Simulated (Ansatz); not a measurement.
# Ge: what symmetry allows forces and stress to be

```yaml
crystal:
  lattice:
    - [0.03400, 2.82229, 2.82229]
    - [2.93406, 0.00710, 2.84919]
    - [2.93406, 2.84919, 0.00710]
  atoms:
    - { symbol: Ge, position: [0.51827, 0.49483, 0.49483] }
    - { symbol: Ge, position: [0.73173, 0.75517, 0.75517] }
```

These are results of DFT PBEsol, scalar-relativistic, plane waves, PAW in Ansatz 0.2.0, not measurements.

Settings: cutoff 420 eV, Γ-centred mesh 12×12×12 on the computed 2-atom cell, Gaussian smearing of 0.10 eV; no spin polarisation.

This distorted cell has space group C2/m, with 4 operations.

**Question.** Without a calculation: in which directions can each atom feel a force?

**Answer.** A force must be left unchanged by every operation that keeps its atom in place, so it lies in the space that those operations leave fixed. Atoms that the group maps onto each other feel forces of one size.
| atom | site symmetry | operations at the site | equivalent to atom | allowed force (Cartesian) |
| --- | --- | --- | --- | --- |
| Ge1 | m | 2 | 1 | in the plane normal to (0.00, -0.71, 0.71) |
| Ge2 | m | 2 | 1 | in the plane normal to (0.00, -0.71, 0.71) |

That leaves 2 independent force components of 6. A relaxation in this cell that keeps the symmetry moves the atoms in these directions alone.

**Question.** And the stress tensor?

**Answer.** It must be invariant under the point group, which leaves 4 independent components: yy = zz, xz = xy.

**Question.** Do the computed values obey this?

**Answer.** Yes. Forces (eV/Å):
```
Ge1  0.454 -0.567 -0.567
Ge2 -0.454  0.567  0.567
```

Stress (GPa, compression positive, xx yy zz yz xz xy): -2.58 -0.58 -0.58 -0.89 0.96 0.96. The program imposes the same operations on density, forces and stress, so this confirms the analysis and is no independent test of the calculation.